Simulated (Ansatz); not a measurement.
A crystal relaxed with r2SCAN in Ansatz has space group P-4m2 (No. 115) and a = 4.080 Å, c = 11.588 Å.

```tsv
atom	site	x	y	z
Xx	2e	0.0000	0.0000	0.7594
As	2g	0.0000	0.5000	0.8798
Xx	1b	0.5000	0.5000	0.0000
As	2g	0.0000	0.5000	0.3598
In	1c	0.5000	0.5000	0.5000
```

r2SCAN gives a direct gap of 0.58 eV at Γ. With HSE06 the gap is 0.97 eV and direct, at Γ. Meshes: r2SCAN 6×6×2, HSE06 4×4×2.

Question: Which element is Xx?
A. B
B. Tl
C. Ga
D. Al

Answer: C. Xx is Ga: InGa3As4, ordered on the zincblende lattice (P-4m2) with 8 atoms a cell. Ga is surrounded by 4 As at 2.46–2.47 Å; As is surrounded by 4 Ga at 2.47 Å; Ga is surrounded by 4 As at 2.47 Å; As is surrounded by 2 Ga at 2.46 Å and 2 In at 2.61 Å; In is surrounded by 4 As at 2.61 Å.

No spin polarisation. The prototype was imposed, so other structures may be more stable.

No spin-orbit coupling is included; it can move band edges with weight on the heavy atoms by tenths of an eV.

The meshes of the hybrids are coarse, so their gaps aren't converged to the digits shown.
